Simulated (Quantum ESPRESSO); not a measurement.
# CaSe (Fm-3m) in Quantum ESPRESSO: equation of state, part 2 of 2

Quantum ESPRESSO 7.5. The steps go on from the part before.

## (4) Single point, PBEsol, 25.31 Å³/atom

pw.in

```
&CONTROL
  calculation = 'scf'
  prefix = 'pwscf'
  outdir = './tmp'
  pseudo_dir = './pseudo'
  tstress = .true.
  disk_io = 'nowf'
/
&SYSTEM
  ibrav = 0
  nat = 2
  ntyp = 2
  ecutwfc = 45
  ecutrho = 360
  nbnd = 14
  occupations = 'smearing'
  smearing = 'fd'
  degauss = 0.00367493
/
&ELECTRONS
  conv_thr = 4d-10
  electron_maxstep = 120
  mixing_beta = 0.5
/
ATOMIC_SPECIES
Se    78.9710 se_pbesol_v1.uspp.F.UPF
Ca    40.0780 ca_pbesol_v1.uspp.F.UPF
CELL_PARAMETERS angstrom
   0.0000000000    2.9361604760    2.9361604760
   2.9361604760    0.0000000000    2.9361604760
   2.9361604760    2.9361604760    0.0000000000
ATOMIC_POSITIONS crystal
Se     0.5000000000    0.5000000000    0.5000000000
Ca     0.0000000000    0.0000000000    0.0000000000
K_POINTS automatic
8 8 8 0 0 0
```

Potentials or basis: GBRV 1.5 PBEsol.

On the command line:

```console
> OMP_NUM_THREADS=1 mpirun -n 2 pw.x -nk 2 -in pw.in > pw.out
```

pw.out:

```text
This program is part of the open-source Quantum ESPRESSO suite
     for quantum simulation of materials; please cite
         "P. Giannozzi et al., J. Phys.:Condens. Matter 21 395502 (2009);
         "P. Giannozzi et al., J. Phys.:Condens. Matter 29 465901 (2017);
         "P. Giannozzi et al., J. Chem. Phys. 152 154105 (2020);
     in publications or presentations arising from this work. More details at

     Message from routine setup:
     using ibrav=0 with symmetry is DISCOURAGED, use correct ibrav instead

     K-points division:     npool     =       2
     Subspace diagonalization in iterative solution of the eigenvalue problem:
     a serial algorithm will be used

     G-vector sticks info
     --------------------
     sticks:   dense  smooth     PW     G-vecs:    dense   smooth      PW
     Sum        1519     757    241                39237    13851    2421

     Using Slab Decomposition

     bravais-lattice index     =            0
     lattice parameter (alat)  =       7.8468  a.u.
     unit-cell volume          =     341.6378 (a.u.)^3
     number of atoms/cell      =            2
     number of atomic types    =            2
     number of electrons       =        16.00
     number of Kohn-Sham states=           14
     kinetic-energy cutoff     =      45.0000  Ry
     charge density cutoff     =     360.0000  Ry
     scf convergence threshold =      4.0E-10
     mixing beta               =       0.5000
     number of iterations used =            8  plain     mixing
     Exchange-correlation= SLA  PW   PSX  PSC
                           (   1   4  10   8   0   0   0)

     celldm(1)=   7.846819  celldm(2)=   0.000000  celldm(3)=   0.000000
[... 101 lines left out ...]

     Davidson diagonalization with overlap
     ethr =  2.44E-04,  avg # of iterations =  2.8

     total energy              =    -118.44286660 Ry
     estimated scf accuracy    <       0.03656093 Ry
[... 43 lines left out ...]
     iteration #  8     ecut=    45.00 Ry     beta= 0.50
     Davidson diagonalization with overlap
     ethr =  3.31E-11,  avg # of iterations =  2.5

     End of self-consistent calculation

          k = 0.0000 0.0000 0.0000 (  1807 PWs)   bands (ev):

   -33.3464 -14.4220 -14.4220 -14.4220  -5.7535   6.1486   6.1486   6.1486
     9.4493   9.7912   9.7912   9.7912  10.4136  10.4136
[... 93 lines left out ...]
   -33.3362 -14.4998 -14.4903 -14.4491  -5.0589   3.8017   4.0117   4.9897
     9.3313  11.8730  11.9088  11.9142  12.1553  12.8005

          k =-0.7071 0.0000 0.0000 (  1724 PWs)   bands (ev):

   -33.3359 -14.5160 -14.4596 -14.4596  -5.1441   3.5332   5.1811   5.1811
     8.0268  11.1878  11.2211  12.2563  12.2563  12.2646

          k = 0.3536 0.1768 0.0000 (  1741 PWs)   bands (ev):
[... 26 lines left out ...]
   -33.3367 -14.5070 -14.4808 -14.4466  -5.0426   3.5746   4.2051   4.7807
    10.6301  10.6745  11.5505  12.0209  12.5049  14.0233

          k =-0.7071 0.1768-0.0000 (  1734 PWs)   bands (ev):

   -33.3359 -14.5077 -14.4678 -14.4635  -5.0952   3.6691   4.7309   4.7605
     8.8673  11.2940  11.8664  12.0463  12.2594  12.4969

          k =-0.7071 0.3536 0.0000 (  1744 PWs)   bands (ev):

   -33.3359 -14.4877 -14.4877 -14.4675  -5.0451   4.0829   4.0829   4.4032
    10.5141  10.5141  11.4106  11.9590  12.2625  14.9204

     the Fermi energy is     7.0970 ev

!    total energy              =    -118.44926736 Ry
     estimated scf accuracy    <          2.0E-11 Ry
     smearing contrib. (-TS)   =      -0.00000000 Ry
     internal energy E=F+TS    =    -118.44926736 Ry

     The total energy is F=E-TS. E is the sum of the following terms:
     one-electron contribution =     -28.34516435 Ry
     hartree contribution      =      19.17441964 Ry
     xc contribution           =     -41.30484824 Ry
     ewald contribution        =     -67.97367441 Ry

     convergence has been achieved in   8 iterations

     Computing stress (Cartesian axis) and pressure

          total   stress  (Ry/bohr**3)                   (kbar)     P=       -1.12
  -0.00000761   0.00000000   0.00000000           -1.12        0.00        0.00
   0.00000000  -0.00000761   0.00000000            0.00       -1.12        0.00
   0.00000000   0.00000000  -0.00000761            0.00        0.00       -1.12

=------------------------------------------------------------------------------=
   JOB DONE.
=------------------------------------------------------------------------------=
```

It took 7.9 s on 2 MPI ranks of Intel Xeon 6975P-C (Granite Rapids), shared host; peak memory 0.26 GiB.

What came out:

| Quantity | Value |
| --- | --- |
| Free energy | -1611.5844 eV |
| Pressure | -0.1 GPa |
| Band gap on the k mesh | 1.88 eV, indirect (least direct gap 2.85 eV) |

## (5) Single point, PBEsol, 25.83 Å³/atom

pw.in, as its differences from that of step 4:

```diff
@@ -28,5 +28,5 @@
 CELL_PARAMETERS angstrom
-   0.0000000000    2.9361604760    2.9361604760
-   2.9361604760    0.0000000000    2.9361604760
-   2.9361604760    2.9361604760    0.0000000000
+   0.0000000000    2.9560000000    2.9560000000
+   2.9560000000    0.0000000000    2.9560000000
+   2.9560000000    2.9560000000    0.0000000000
 ATOMIC_POSITIONS crystal
```

On the command line:

```console
> OMP_NUM_THREADS=1 mpirun -n 2 pw.x -nk 2 -in pw.in > pw.out
```

Run time: 7.8 s. Hardware: 2 MPI ranks of Intel Xeon 6975P-C (Granite Rapids), shared host; peak memory 0.26 GiB.

The run converged. Its results:

* Free energy: -1611.5805 eV
* Pressure: -1.1 GPa
* Band gap on the k mesh: 1.93 eV, indirect (least direct gap 2.88 eV)

## (6) Single point, PBEsol, 26.35 Å³/atom

pw.in, as its differences from that of step 5:

```diff
@@ -28,5 +28,5 @@
 CELL_PARAMETERS angstrom
-   0.0000000000    2.9560000000    2.9560000000
-   2.9560000000    0.0000000000    2.9560000000
-   2.9560000000    2.9560000000    0.0000000000
+   0.0000000000    2.9755767295    2.9755767295
+   2.9755767295    0.0000000000    2.9755767295
+   2.9755767295    2.9755767295    0.0000000000
 ATOMIC_POSITIONS crystal
```

Potentials or basis: GBRV 1.5 PBEsol.

On the command line:

```console
> OMP_NUM_THREADS=1 mpirun -n 2 pw.x -nk 2 -in pw.in > pw.out
```

It took 7.7 s on 2 MPI ranks of Intel Xeon 6975P-C (Granite Rapids), shared host; peak memory 0.26 GiB.

The run converged. Its results:

| Property | Result |
| --- | --- |
| Free energy | -1611.5705 eV |
| Pressure | -2.0 GPa |
| Band gap on the k mesh | 1.98 eV, indirect (least direct gap 2.91 eV) |

## (7) Single point, PBEsol, 26.86 Å³/atom

pw.in, as its differences from that of step 6:

```diff
@@ -28,5 +28,5 @@
 CELL_PARAMETERS angstrom
-   0.0000000000    2.9755767295    2.9755767295
-   2.9755767295    0.0000000000    2.9755767295
-   2.9755767295    2.9755767295    0.0000000000
+   0.0000000000    2.9948991977    2.9948991977
+   2.9948991977    0.0000000000    2.9948991977
+   2.9948991977    2.9948991977    0.0000000000
 ATOMIC_POSITIONS crystal
```

On the command line:

```console
> OMP_NUM_THREADS=1 mpirun -n 2 pw.x -nk 2 -in pw.in > pw.out
```

Run time: 7.7 s. Hardware: 2 MPI ranks of Intel Xeon 6975P-C (Granite Rapids), shared host; peak memory 0.26 GiB.

It converged, with:

```yaml
Free_energy: -1611.5549 eV
Pressure: -2.8 GPa
Band_gap_on_the_k_mesh: 2.02 eV, indirect (least direct gap 2.93 eV)
```

## (8) Single point, PBEsol, 27.38 Å³/atom

pw.in, as its differences from that of step 7:

```diff
@@ -28,5 +28,5 @@
 CELL_PARAMETERS angstrom
-   0.0000000000    2.9948991977    2.9948991977
-   2.9948991977    0.0000000000    2.9948991977
-   2.9948991977    2.9948991977    0.0000000000
+   0.0000000000    3.0139755031    3.0139755031
+   3.0139755031    0.0000000000    3.0139755031
+   3.0139755031    3.0139755031    0.0000000000
 ATOMIC_POSITIONS crystal
```

On the command line:

```console
> OMP_NUM_THREADS=1 mpirun -n 2 pw.x -nk 2 -in pw.in > pw.out
```

It took 8.2 s on 2 MPI ranks of Intel Xeon 6975P-C (Granite Rapids), shared host; peak memory 0.28 GiB.

Results (log left out):

```
Free energy            : -1611.5344 eV
Pressure               : -3.6 GPa
Band gap on the k mesh : 2.06 eV, indirect (least direct gap 2.89 eV)
```

## (9) Equation of state, PBEsol

Potentials or basis: GBRV 1.5 PBEsol.

This step only gathers the single runs of the series.

Results:

| Property | Result |
| --- | --- |
| Equilibrium volume | 25.27 Å³/atom |
| Bulk modulus | 52 GPa |
| Pressure derivative of the bulk modulus | 4.1 |

Energy against volume, from the lowest point:
| volume (Å³/atom) | energy (meV/atom) |
| --- | --- |
| 24.280 | 6.72 |
| 24.796 | 1.46 |
| 25.313 | 0.00 |
| 25.829 | 1.94 |
| 26.346 | 6.95 |
| 26.863 | 14.72 |
| 27.379 | 24.98 |
